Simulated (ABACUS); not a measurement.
# AlN in ABACUS: the effect of basis

Crystal: AlN.

```
Al N
1.0
     3.11300    0.00000    0.00000
    -1.55650    2.69594    0.00000
     0.00000    0.00000    4.98100
Al N
2 2
Direct
  0.66667 0.33333 0.50000
  0.33333 0.66667 0.00000
  0.66667 0.33333 0.88000
  0.33333 0.66667 0.38000
```

Alike in all runs:

```yaml
Program: ABACUS 3.10.1
Task: equation of state
Functional: PBE
Potentials_or_basis: PseudoDojo NC SR 0.4.1 PBE standard
k_mesh: 7 × 7 × 4
Occupations: fermi-dirac, width 0.05 eV
Spin: no spin polarisation
```

```tsv
basis	cutoff	V0 of scaled cells (Å³/atom)	B0 (GPa)
DZP	1361 eV	10.70	189
TZDP	1361 eV	?	?
pw	1143 eV	10.63	194
```

Task: What does the run with basis TZDP give?

Result: V0 of scaled cells 10.63 Å³/atom; B0 196 GPa.

Caveats: the cell was scaled at fixed shape and fractional positions, which overstates the stiffness of a crystal with free parameters, most of all of layers and chains; the atomic orbitals were generated for these runs and aren't a published set (some runs); the basis of atomic orbitals isn't converged, which shifts pressures, moduli and gaps (some runs).
